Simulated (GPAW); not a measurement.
# GaSb (F-43m) in GPAW: notebook, part 2 of 2

GPAW 26.7.0. The steps go on from the part before.

### 4 Band structure, TPSS, spin-orbit coupling, no magnetisation

Contents of run.py:

```python
import numpy as np
from ase import Atoms
from ase.dft.bandgap import bandgap
from ase.io import write
from ase.units import GPa
from gpaw import GPAW, PW
from gpaw.spinorbit import soc_eigenstates

atoms = Atoms(['Sb', 'Ga'],
              cell=[[0.0, 3.059, 3.059],
                    [3.059, 0.0, 3.059],
                    [3.059, 3.059, 0.0]],
              scaled_positions=[[0.75, 0.75, 0.75],
                                [0.0, 0.0, 0.0]],
              pbc=True)

calc = GPAW(mode=PW(600),
            xc='MGGA_X_TPSS+MGGA_C_TPSS',
            kpts={'size': (6, 6, 6), 'gamma': True},
            occupations={'name': 'fermi-dirac', 'width': 0.05},
            nbands=18,
            convergence={'density': 1e-05, 'energy': 1e-05},
            eigensolver='davidson',
            maxiter=150,
            txt='gpaw.txt')
atoms.calc = calc
energy = atoms.get_potential_energy()
forces = atoms.get_forces()
stress = atoms.get_stress()
calc.write('gs.gpw')
write('result.traj', atoms)
print(f'Energy: {energy:.6f} eV')
print('Forces (eV/A):')
print(forces.round(4))
print('Stress (GPa):', (stress / GPa).round(3))
print('Fermi level:', round(calc.get_fermi_level(), 4), 'eV')
print(f'Gap: {bandgap(calc)[0]:.4f} eV, direct: {bandgap(calc, direct=True)[0]:.4f} eV')

path = atoms.cell.bandpath('GXWKGLUWLK,UX', npoints=60, eps=1e-4)
bs_calc = calc.fixed_density(kpts=path, symmetry='off', nbands=30,
                             convergence={'bands': 'CBM+6.0', 'eigenstates': 1e-6}, txt='bands.txt')
bs = bs_calc.band_structure()
bs.write('bs.json')
print(f'Gap on the path: {bandgap(bs_calc)[0]:.4f} eV')

soc = soc_eigenstates(bs_calc, theta=0, phi=0, ignore_xc_potential=True)
np.savetxt('soc_bands.dat', soc.eigenvalues(), fmt='%.4f')
mesh = soc_eigenstates('gs.gpw', theta=0, phi=0, ignore_xc_potential=True)
np.savetxt('soc_mesh.dat', mesh.eigenvalues(), fmt='%.4f')
print('Fermi level with spin-orbit coupling:', round(mesh.fermi_level, 4), 'eV')
```

Potentials or basis: GPAW PAW data sets (gpaw-data 1.2.1), pw.

Command:

```bash
$ OMP_NUM_THREADS=1 python run.py
```

gpaw.txt:

```text
__  _  _
 | _ |_)|_||  |
 |__||  | ||/\| - 26.7.0

Input parameters:
  mode=PW(ecut=600.0),
  convergence={'density': 1e-05, 'energy': 1e-05},
  eigensolver=Davidson(niter=2),
  kpts=MonkhorstPack(size=(6, 6, 6), gamma=True),
  maxiter=150,
  nbands=18,
  occupations=Occupations(name='fermi-dirac', width=0.05),
  xc=XC(name='MGGA_X_TPSS+MGGA_C_TPSS')

Diagonalizing LCAO Hamiltonian
Converting LCAO to pw mode

                     Sb

       Ga

Atoms  # Å, Bohr magnetons
|   | symbol |        x |        y |        z |    initial magnetic moments |
|---|--------|----------|----------|----------|-----------------------------|
| 0 |     Sb | 4.588500 | 4.588500 | 4.588500 | ( 0.0000,  0.0000,  0.0000) |
| 1 |     Ga | 0.000000 | 0.000000 | 0.000000 | ( 0.0000,  0.0000,  0.0000) |

Unit cell  # Å
| periodic |        x |        y |        z |  lengths |    angles |
|----------|----------|----------|----------|----------|-----------|
|      yes | 0.000000 | 3.059000 | 3.059000 | 4.326079 | 60.000000 |
|      yes | 3.059000 | 0.000000 | 3.059000 | 4.326079 | 60.000000 |
|      yes | 3.059000 | 3.059000 | 0.000000 | 4.326079 | 60.000000 |

Number of symmetries: 24
Symmetry operations  # r_c * U_cc + t_c -> r_c
|    | kind |            matrix            |
|----|------|------------------------------|
|  0 |  E   |  1, 0, 0,  0, 1, 0,  0, 0, 1 |
|  1 |  σ   |  1, 0, 0,  0, 0, 1,  0, 1, 0 |
|  2 |  σ   |  1, 0,-1,  0, 1,-1,  0, 0,-1 |
|  3 |  C3  |  1, 0,-1,  0, 0,-1,  0, 1,-1 |
|  4 |  C3  |  1,-1, 0,  0,-1, 1,  0,-1, 0 |
|  5 |  σ   |  1,-1, 0,  0,-1, 0,  0,-1, 1 |
|  6 |  σ   |  0, 1, 0,  1, 0, 0,  0, 0, 1 |
|  7 |  C3  |  0, 1, 0,  0, 0, 1,  1, 0, 0 |
|  8 |  C2  |  0, 1,-1,  1, 0,-1,  0, 0,-1 |
|  9 |  S4  |  0, 1,-1,  0, 0,-1,  1, 0,-1 |
| 10 |  C3  |  0, 0, 1,  1, 0, 0,  0, 1, 0 |
| 11 |  σ   |  0, 0, 1,  0, 1, 0,  1, 0, 0 |
| 12 |  S4  |  0, 0,-1,  1, 0,-1,  0, 1,-1 |
| 13 |  C3  |  0, 0,-1,  0, 1,-1,  1, 0,-1 |
| 14 |  S4  |  0,-1, 1,  1,-1, 0,  0,-1, 0 |
| 15 |  C2  |  0,-1, 1,  0,-1, 0,  1,-1, 0 |
| 16 |  C3  |  0,-1, 0,  1,-1, 0,  0,-1, 1 |
| 17 |  S4  |  0,-1, 0,  0,-1, 1,  1,-1, 0 |
| 18 |  S4  | -1, 1, 0, -1, 0, 1, -1, 0, 0 |
| 19 |  C3  | -1, 1, 0, -1, 0, 0, -1, 0, 1 |
| 20 |  C3  | -1, 0, 1, -1, 1, 0, -1, 0, 0 |
| 21 |  S4  | -1, 0, 1, -1, 0, 0, -1, 1, 0 |
| 22 |  σ   | -1, 0, 0, -1, 1, 0, -1, 0, 1 |
| 23 |  C2  | -1, 0, 0, -1, 0, 1, -1, 1, 0 |

BZ-sampling:
  Number of BZ points: 216
  Number of IBZ points: 16

  Monkhorst-Pack size: [6, 6, 6]
  Monkhorst-Pack shift: [0.08333333333333333, 0.08333333333333333, 0.08333333333333333]

[... 85 lines left out ...]
    |    d |        |       0.000 |    1.164 |

    Using partial waves for Ga as LCAO basis

Reference energy: -229166.229777  # eV

eigensolver:
  Davidson
  Converge bands: occupied
  niter=2

density mixing:
  MSR1-Mixer
  Pratt-step length: 0.05
  Maximum mixing coefficient: 0.75
  Old densities: 10
  SVD Regularization: 0.005
  Good broyden scale: 1.0
  Trust region scale: 1.0
  Backstep threshold: 4.0
  History deletion threshold: 6.0
  Fourier metric: weight=20.0, sigma=0.015

occupation numbers:
  Fermi-Dirac:
    width: 0.0500  # eV

poisson solver:
  ecut: 4800.0  # eV

xc functional:
  name: MGGA_X_TPSS+MGGA_C_TPSS with 2 nearest neighbor stencil

convergence criteria:
- Maximum integral of absolute [dens]ity change: 1e-05 electrons / valence electron
- Maximum [total energy] change in last 3 cyles: 1e-05 eV / valence electron
- Maximum integral of absolute [eigenst]ate change: 4e-08 eV^2 / valence electron
maximum number of iterations: 150

SCF iterations
|iter     | |      energy | eigst |  dens |
|---------|-|-------------|-------|-------|
|iter:   1| |   50.660428 | +2.32 |       |
|iter:   2| |  -19.935430 | +0.51 | -0.93 |
|iter:   3| |  -20.270598 | -0.64 | -1.26 |
|iter:   4| |  -20.264665 | -1.86 | -1.29 |
|iter:   5| |  -20.272902 | -2.67 | -1.44 |
|iter:   6| |  -20.295978 | -2.84 | -1.79 |
|iter:   7| |  -20.292068 | -4.13 | -1.82 |
|iter:   8| |  -20.285697 | -4.31 | -1.87 |
|iter:   9| |  -20.285036 | -5.22 | -2.10 |
|iter:  10| |  -20.283024 | -4.67 | -2.16 |
|iter:  11| |  -20.283345 | -5.12 | -2.42 |
|iter:  12| |  -20.282310 | -4.70 | -2.35 |
|iter:  13| |  -20.282296 | -4.73 | -2.77 |
|iter:  14| |  -20.282316c| -5.82 | -3.40 |
|iter:  15| |  -20.282319c| -6.52 | -3.92 |
|iter:  16| |  -20.282320c| -7.41c| -4.54 |
|iter:  17| |  -20.282320c| -8.18c| -5.05c|

Converged in 17 steps
Energy contributions relative to reference atoms: (reference = -229166.229777)

Energy contributions:
  Kinetic:           7.128924
  Coulomb:          -6.085543
  Zero:              0.343356
  External:          0.000000
  Xc:              -21.668809
  Entropy:          -0.000497
  Spinorbit:         0.000000
  ----------------------------
  Free energy:     -20.282568
  Extrapolated:    -20.282320

dipole moment: (-11.023513, -11.023513, -11.023513)  # |e|*Ang

Fermi level: 4.998
Eigenvalues  # (at kpt = [0.000, 0.000, 0.000])
| band index |      eig [eV] | occ [0-2] |
|------------|---------------|-----------|
|          0 |       -23.967 |     2.000 |
|          1 |       -23.967 |     2.000 |
|          2 |       -23.967 |     2.000 |
|          3 |       -23.952 |     2.000 |
|          4 |       -23.952 |     2.000 |
|          5 |        -6.722 |     2.000 |
[... 10 lines left out ...]
|         16 |        14.553 |     0.000 |
|         17 |        14.553 |     0.000 |

Gap: 0.230 eV
Transition (v -> c):
  (s=0, k=0, n=8, [0.00, 0.00, 0.00]) -> (s=0, k=0, n=9, [0.00, 0.00, 0.00])
No difference between direct/indirect transitions

Forces  # eV/Ang
|       x |       y |        z |
|---------|---------|----------|
| 0.00000 | 0.00000 | -0.00000 |  # Sb   0
| 0.00000 | 0.00000 |  0.00000 |  # Ga   1

Stress tensor  # eV/Ang^3
|         x |         y |         z |
|-----------|-----------|-----------|
| -0.009120 | -0.000000 |  0.000000 |
| -0.000000 | -0.009120 |  0.000000 |
|  0.000000 |  0.000000 | -0.009120 |

# Writing to gs.gpw (mode='')
```

bands.txt:

```text
Diagonalizing LCAO Hamiltonian
Converting LCAO to pw mode
convergence criteria:
- Maximum integral of absolute [eigenst]ate change: 1e-06 eV^2 / valence electron
maximum number of iterations: 150

SCF iterations
|iter     | |      energy | eigst |  dens |
|---------|-|-------------|-------|-------|
[... 70 lines left out ...]
         [0.41071429, 0.41071429, 0.67857143],
         [0.39285714, 0.39285714, 0.71428571],
         [0.375     , 0.375     , 0.75      ],
         [0.625     , 0.25      , 0.625     ],
         [0.59375   , 0.1875    , 0.59375   ],
         [0.5625    , 0.125     , 0.5625    ],
         [0.53125   , 0.0625    , 0.53125   ],
         [0.5       , 0.        , 0.5       ]])),
  maxiter=150,
  nbands=30,
  occupations=Occupations(name='fermi-dirac', width=0.05),
  symmetry=Symmetry(point_group=False, time_reversal=False),
  xc=XC(name='MGGA_X_TPSS+MGGA_C_TPSS')
```

Run time: 71 s. Hardware: 1 thread of Intel Xeon 6975P-C (Granite Rapids), shared host; peak memory 0.4 GiB.

What came out:

```yaml
Free_energy: -20.2826 eV
Pressure: 1.5 GPa
Band_gap_along_the_path: none (metal or under the smearing width)
```

Levels at the corners of the path, in eV from the Fermi level:
```csv
point,band 15,band 16,band 17,band 18,band 19,band 20,band 21,band 22
Γ,-0.05,-0.05,-0.03,-0.03,-0.03,-0.03,2.45,2.45
X,-3.03,-3.03,-2.75,-2.75,0.67,0.67,1.03,1.03
W,-3.90,-3.55,-3.43,-3.40,3.28,3.70,4.11,4.17
K,-4.07,-3.85,-2.51,-2.48,1.17,1.20,3.62,3.77
Γ,-0.05,-0.05,-0.03,-0.03,-0.03,-0.03,2.45,2.45
L,-1.68,-1.68,-1.23,-1.23,0.23,0.23,3.51,3.51
U,-4.07,-3.85,-2.51,-2.48,1.17,1.20,3.62,3.77
W,-3.90,-3.55,-3.43,-3.40,3.28,3.70,4.11,4.17
L,-1.68,-1.68,-1.23,-1.23,0.23,0.23,3.51,3.51
K,-4.07,-3.85,-2.51,-2.48,1.17,1.20,3.62,3.77
U,-4.07,-3.85,-2.51,-2.48,1.17,1.20,3.62,3.77
X,-3.03,-3.03,-2.75,-2.75,0.67,0.67,1.03,1.03
```

Caveat: spin-orbit coupling was added after a scalar SCF, so levels and gaps hold it while energy, forces, pressure and moments don't; this program's spin-orbit splittings come out too wide for heavy elements; the PAW data sets were made with another functional, which shifts forces and pressure a little; this crystal is a semiconductor, whose small gap the functional closes, so the metal is an error of the method.

### 5 Summary

```tsv
level	potentials or basis	band points	spin axis theta (degrees)	spin axis phi (degrees)	eigensolver	pressure (GPa)
r2SCAN	GPAW PAW data sets (gpaw-data 1.2.1), pw	100	54.7	45	-	0.2
RPBE	the program's PAW data sets (release 1.2.1) made for this functional, pw	80	0	0	-	4.0
TPSS	GPAW PAW data sets (gpaw-data 1.2.1), pw	60	0	0	davidson	1.5
```

Alike in all rows: task band structure; spin SOC, no magnetisation; cell as given; k mesh 6 × 6 × 6; cutoff (eV) 600; smearing fermi-dirac 0.05 eV.

Caveats: spin-orbit coupling was added after a scalar SCF, so levels and gaps hold it while energy, forces, pressure and moments don't; this program's spin-orbit splittings come out too wide for heavy elements; the PAW data sets were made with another functional, which shifts forces and pressure a little (some runs); this crystal is a semiconductor, whose small gap the functional closes, so the metal is an error of the method (some runs).

Absolute energies hang on the potentials; compare differences alone.

### 6 Comparison with measurements

Step 2. A measured gap of GaSb is 0.811 eV (direct; 4.2 K; a printed reference work, data compilation); the calculated 0.26 eV misses it by -0.55 eV. The value is that of r2SCAN, without temperature or zero-point motion.

Step 3. Against the measured gap of GaSb, 0.811 eV (direct; 4.2 K; a printed reference work, data compilation), the calculated 0.00 eV is off by -0.81 eV. The value is that of RPBE, without temperature or zero-point motion. Semilocal functionals fall short of measured gaps as a rule.

Step 4. A measured gap of GaSb is 0.811 eV (direct; 4.2 K; a printed reference work, data compilation); the calculated 0.00 eV misses it by -0.81 eV. The value is that of TPSS, without temperature or zero-point motion.
